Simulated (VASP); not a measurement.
GaP:

```
Ga P
1.0
     0.00000    2.72581    2.72581
     2.72581    0.00000    2.72581
     2.72581    2.72581    0.00000
Ga P
1 1
Cartesian
  0.0000 0.0000 0.0000
  1.3629 1.3629 1.3629
```

The cell is a database's computed one.

```yaml
Program: VASP 6.6.1
Task: relaxation of cell and atoms
Functional: PBE
Potentials_or_basis: VASP PAW PBE potentials, release 64 (Ga_d, P)
Cutoff: 600 eV
k_mesh: 8 × 8 × 8
Occupations: gaussian, width 0.02 eV
Spin: no spin polarisation
```

At the start: pressure 2.4 GPa; volume 20.25 Å³/atom.

Q: How do energy, volume and symmetry change on relaxing?

A: Over 3 steps the energy falls by 4.4 meV/atom and the volume is 20.86 Å³/atom (+3.0 %); space group F-43m (No. 216, to 0.05 Å).

The path:
| step | energy change (eV) | largest force (eV/Å) | pressure (GPa) | volume (Å³) |
| --- | --- | --- | --- | --- |
| 1 | 0.0000 | 0.0000 | 2.37 | 40.51 |
| 2 | -0.0070 | 0.0000 | -0.96 | 42.29 |
| 3 | -0.0088 | 0.0000 | -0.01 | 41.72 |

Final structure:
```xyz
2
Lattice="0.0000 2.7528 2.7528 2.7528 0.0000 2.7528 2.7528 2.7528 0.0000" Properties=species:S:1:pos:R:3 pbc="T T T"
Ga    0.0000    0.0000    0.0000
P     1.3764    1.3764    1.3764
```
